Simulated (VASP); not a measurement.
# Pt (Im-3m) in VASP: a series of runs, part 2 of 2

VASP 6.6.1. Earlier steps stand in the parts before.

## (4) Band structure, SCAN

INCAR

```
  PREC = Accurate
  ENCUT = 520
  EDIFF = 1E-6
  ISMEAR = -1
  SIGMA = 0.05
  LREAL = False
  LASPH = True
  NELM = 60
  ALGO = Normal
  ISIF = 2
  LWAVE = False
  LCHARG = False
  LMAXMIX = 4
  METAGGA = SCAN
  LMIXTAU = True
```

KPOINTS

```
regular mesh
0
Gamma
  12 12 12
```

POSCAR

```
Pt
1.0
   -1.5842200000      1.5842200000      1.5842200000
    1.5842200000     -1.5842200000      1.5842200000
    1.5842200000      1.5842200000     -1.5842200000
Pt
1
Direct
    0.0000000000      0.0000000000      0.0000000000
```

KPOINTS_OPT

```
path GHNGPH,PN
20
line-mode
reciprocal
 0.0000000000  0.0000000000  0.0000000000  G
 0.5000000000 -0.5000000000  0.5000000000  H

 0.5000000000 -0.5000000000  0.5000000000  H
 0.0000000000  0.0000000000  0.5000000000  N

 0.0000000000  0.0000000000  0.5000000000  N
 0.0000000000  0.0000000000  0.0000000000  G

 0.0000000000  0.0000000000  0.0000000000  G
 0.2500000000  0.2500000000  0.2500000000  P

 0.2500000000  0.2500000000  0.2500000000  P
 0.5000000000 -0.5000000000  0.5000000000  H

 0.2500000000  0.2500000000  0.2500000000  P
 0.0000000000  0.0000000000  0.5000000000  N
```

The run is started by

```console
> cat potpaw_PBE.64/Pt/POTCAR > POTCAR
> mpirun -np 1 vasp_std > vasp.out
```

Wall time 64 s (1 thread of Intel Xeon 6975P-C (Granite Rapids), shared host); peak memory 0.14 GiB.

Results (log left out):

| Property | Result |
| --- | --- |
| Free energy | -70.1611 eV |
| Pressure | -14.7 GPa |
| Band gap along the path | none (metal or under the smearing width) |

Levels at the corners of the path, in eV from the Fermi level:
```tsv
point	band 2	band 3	band 4	band 5	band 6	band 7	band 8	band 9
Γ	-3.54	-3.53	-3.53	-1.12	-1.12	18.07	18.07	18.07
H	-6.22	0.75	0.76	0.76	7.77	7.77	7.77	12.78
H	-6.22	0.75	0.76	0.76	7.77	7.77	7.77	12.78
N	-4.99	-1.29	-0.82	0.31	1.31	6.39	13.99	16.04
N	-4.99	-1.29	-0.82	0.31	1.31	6.39	13.99	16.04
Γ	-3.54	-3.53	-3.53	-1.12	-1.12	18.07	18.07	18.07
Γ	-3.54	-3.53	-3.53	-1.12	-1.12	18.07	18.07	18.07
P	-4.33	-4.33	-0.76	-0.76	4.44	9.94	9.94	9.94
P	-4.33	-4.33	-0.76	-0.76	4.44	9.94	9.94	9.94
H	-6.22	0.75	0.76	0.76	7.77	7.77	7.77	12.78
P	-4.33	-4.33	-0.76	-0.76	4.44	9.94	9.94	9.94
N	-4.99	-1.29	-0.82	0.31	1.31	6.39	13.99	16.04
```

Caveat: the PAW data sets were made with another functional, which shifts forces and pressure a little; spin-orbit coupling is left out, which moves the levels of the heavy elements.

## (5) Band structure, TPSS

INCAR: that of step 4 with these lines changed.

```diff
@@ -13,3 +13,3 @@
   LMAXMIX = 4
-  METAGGA = SCAN
+  METAGGA = TPSS
   LMIXTAU = True
```

KPOINTS is that of step 4.

POSCAR is that of step 4.

KPOINTS_OPT is that of step 4.

Potentials or basis: VASP PAW PBE potentials, release 64 (Pt).

The run is started by

```console
> cat potpaw_PBE.64/Pt/POTCAR > POTCAR
> mpirun -np 1 vasp_std > vasp.out
```

OUTCAR:

```text
PREC = Accurate
   ENCUT = 520
   EDIFF = 1E-6
   ISMEAR = -1
   LREAL = False
   LASPH = True
   NELM = 60
   ISIF = 2
   METAGGA = TPSS

 ion  position               nearest neighbor table
   1  0.000  0.000  0.000-

  LATTYP: Found a body centered cubic cell.
 ALAT       =     3.1684400000

  Lattice vectors:

 A1 = (  -1.5842200000,   1.5842200000,   1.5842200000)
 A2 = (   1.5842200000,  -1.5842200000,   1.5842200000)
 A3 = (   1.5842200000,   1.5842200000,  -1.5842200000)

Analysis of symmetry for initial positions (statically):
=====================================================================
 Subroutine PRICEL returns:
 Original cell was already a primitive cell.

 Routine SETGRP: Setting up the symmetry group for a
 body centered cubic supercell.

 Subroutine GETGRP returns: Found 48 space group operations
 (whereof 48 operations were pure point group operations)
 out of a pool of 48 trial point group operations.

The static configuration has the point symmetry O_h .

Analysis of symmetry for dynamics (positions and initial velocities):
=====================================================================
 Subroutine PRICEL returns:
 Original cell was already a primitive cell.

 Routine SETGRP: Setting up the symmetry group for a
 body centered cubic supercell.

 Subroutine GETGRP returns: Found 48 space group operations
 (whereof 48 operations were pure point group operations)
 out of a pool of 48 trial point group operations.

The dynamic configuration has the point symmetry O_h .

 Subroutine INISYM returns: Found 48 space group operations
 (whereof 48 operations are pure point group operations),
 and found     1 'primitive' translations

----------------------------------------------------------------------------------------

                                     Primitive cell
[... 110 lines left out ...]
  volume/ion in A,a.u.               =      15.90       107.33
  Fermi-wavevector in a.u.,A,eV,Ry     =   1.402510  2.650360 26.763132  1.967035
  Thomas-Fermi vector in A             =   2.525265
   LORBIT       =      0    0 simple, 1 ext, 2 COOP (PROOUT), +10 PAW based schemes
   METAGGA = TPSS    functional components
   LHFCALC =     F    Hartree Fock is set to
   AEXX    =    0.0000 exact exchange contribution
   IVDW    =     0    specifies the selected vdW correction
   LEPSILON=     F    determine dielectric tensor
   LRPA    =     F    only Hartree local field effects (RPA)
 non-spin polarized calculation
  energy-cutoff  :      520.00
  volume of cell :       15.90
 maximum number of plane-waves:       442
   NGX = 11   NGY = 11   NGZ = 11

 number of electron      10.0000000 magnetization

 Free energy of the ion-electron system (eV)
  ---------------------------------------------------
  ext. energy  EPLUGINS =         0.00000000
  ---------------------------------------------------
  free energy    TOTEN  =        -6.57410571 eV

  energy without entropy =       -6.56813361  energy(sigma->0) =       -6.57111966

 E-fermi :   9.9725     XC(G=0): -13.3515

 val. band max:        9.9334593988   @ k =   0.5000   0.5000   0.4167
 cond. band min:      10.0155828555   @ k =  -0.4167  -0.4167   0.1667
 fundamental gap:      0.0821234567
 Fermi energy:         9.9725334585

 k-point     1 :       0.0000    0.0000    0.0000
  band No.  band energies     occupation
      1       0.6354      2.00000
      2       6.6064      2.00000
      3       6.6064      2.00000
      4       6.6064      2.00000
      5       8.9875      2.00000
      6       8.9875      2.00000
      7      27.1168      0.00000
      8      27.1168      0.00000
      9      27.1168      0.00000
[... 265 lines left out ...]
 k-point    24 :       0.4167    0.0833    0.0833
  band No.  band energies     occupation
      1       3.9910      2.00000
      2       5.1860      2.00000
      3       8.4672      2.00000
      4       8.9696      2.00000
      5       9.3284      1.99999
      6      13.4147      0.00000
      7      16.0500      0.00000
      8      23.1565      0.00000
      9      24.0386      0.00000

 [... further k-points ...]

------------------------ aborting loop because EDIFF is reached ----------------------------------------

  FORCE on cell =-STRESS in cart. coord.  units (eV):
  Direction    XX          YY          ZZ          XY          YZ          ZX
  --------------------------------------------------------------------------------------
  -------------------------------------------------------------------------------------
  Total       -0.6319397     -0.6319397     -0.6319397      0.0000000      0.0000000      0.0000000
  in kB      -63.6619230    -63.6619230    -63.6619230      0.0000000      0.0000000      0.0000000
  external PRESSURE =     -63.6619230 kB  Pullay stress =       0.0000000 kB

 VOLUME and BASIS-vectors are now :
 -----------------------------------------------------------------------------
  energy-cutoff  :      520.00
  volume of cell :       15.90
      direct lattice vectors                 reciprocal lattice vectors
    -1.584220000  1.584220000  1.584220000     0.000000000  0.315612731  0.315612731
     1.584220000 -1.584220000  1.584220000     0.315612731  0.000000000  0.315612731
     1.584220000  1.584220000 -1.584220000     0.315612731  0.315612731  0.000000000

 POSITION                                       TOTAL-FORCE (eV/Angst)
 -----------------------------------------------------------------------------------
      0.00000      0.00000      0.00000         0.000000     -0.000000      0.000000
 -----------------------------------------------------------------------------------
    total drift:                                0.000000     -0.000000      0.000000

  FREE ENERGIE OF THE ION-ELECTRON SYSTEM (eV)
  ---------------------------------------------------
  free  energy   TOTEN  =        -6.5741057077 eV

  energy  without entropy=       -6.5681336093  energy(sigma->0) =       -6.57111966
```

stdout:

```text
POSCAR found type information on POSCAR Pt
 POSCAR found :  1 types and       1 ions
 scaLAPACK will be used
 -----------------------------------------------------------------------------
|                                                                             |
|                                                                             |
|     You enforced a specific xc type in the INCAR file but a different       |
|     I HOPE YOU KNOW WHAT YOU ARE DOING!                                     |
|                                                                             |
 -----------------------------------------------------------------------------

 LDA part: xc-table for (None), standard interpolation
 POSCAR, INCAR and KPOINTS ok, starting setup
 FFT: planning ... GRIDC
 FFT: planning ... GRID_SOFT
 FFT: planning ... GRID
 WAVECAR not read
 entering main loop
 Start KPOINTS_OPT (optional k-point list driver)
k-point batch [1-72\120]
k-point batch [73-120\120]
```

It took 46 s on 1 thread of Intel Xeon 6975P-C (Granite Rapids), shared host; peak memory 0.14 GiB.

What came out:

- Free energy: -6.5741 eV
- Pressure: -6.4 GPa
- Band gap along the path: none (metal or under the smearing width)

Levels at the corners of the path, in eV from the Fermi level:
| point | band 2 | band 3 | band 4 | band 5 | band 6 | band 7 | band 8 | band 9 |
| --- | --- | --- | --- | --- | --- | --- | --- | --- |
| Γ | -3.37 | -3.37 | -3.37 | -0.98 | -0.98 | 17.14 | 17.14 | 17.14 |
| H | -6.04 | 0.60 | 0.60 | 0.60 | 7.82 | 7.82 | 7.82 | 12.94 |
| H | -6.04 | 0.60 | 0.60 | 0.60 | 7.82 | 7.82 | 7.82 | 12.94 |
| N | -4.79 | -1.13 | -0.66 | 0.36 | 1.12 | 6.41 | 13.29 | 16.07 |
| N | -4.79 | -1.13 | -0.66 | 0.36 | 1.12 | 6.41 | 13.29 | 16.07 |
| Γ | -3.37 | -3.37 | -3.37 | -0.98 | -0.98 | 17.14 | 17.14 | 17.14 |
| Γ | -3.37 | -3.37 | -3.37 | -0.98 | -0.98 | 17.14 | 17.14 | 17.14 |
| P | -4.17 | -4.17 | -0.59 | -0.59 | 4.99 | 9.43 | 9.43 | 9.43 |
| P | -4.17 | -4.17 | -0.59 | -0.59 | 4.99 | 9.43 | 9.43 | 9.43 |
| H | -6.04 | 0.60 | 0.60 | 0.60 | 7.82 | 7.82 | 7.82 | 12.94 |
| P | -4.17 | -4.17 | -0.59 | -0.59 | 4.99 | 9.43 | 9.43 | 9.43 |
| N | -4.79 | -1.13 | -0.66 | 0.36 | 1.12 | 6.41 | 13.29 | 16.07 |

Caveat: the PAW data sets were made with another functional, which shifts forces and pressure a little; spin-orbit coupling is left out, which moves the levels of the heavy elements.

## (6) For comparison

An earlier run on the cell as given: functional PBEsol; potentials or basis VASP PAW PBE potentials, release 64 (Pt); cutoff 520 eV; k mesh 12 × 12 × 12; occupations fermi-dirac, width 0.05 eV; no spin polarisation.

* Pressure: -11.6 GPa
* Band gap on the k mesh: none (metal or under the smearing width)

## (7) Overview

```tsv
task	level	ladder	pressure (GPa)
band structure	PW91	-	-
band structure	r2SCAN	-	-6.3
band structure	SCAN	-	-14.7
band structure	TPSS	-	-6.4
single point	PBEsol	free	-11.6
```

Alike in all rows: potentials or basis VASP PAW PBE potentials, release 64 (Pt); no spin polarisation; cell as given; k mesh 12 × 12 × 12; cutoff (eV) 520; smearing fermi-dirac 0.05 eV.

The pressure there spans -14.7 GPa (SCAN) to -6.3 GPa (r2SCAN); a positive pressure means that this level wants a larger cell, a negative one a smaller.

Caveats: the PAW data sets were made with another functional, which shifts forces and pressure a little; spin-orbit coupling is left out, which moves the levels of the heavy elements (some runs).

Absolute energies hang on the potentials; compare differences alone.
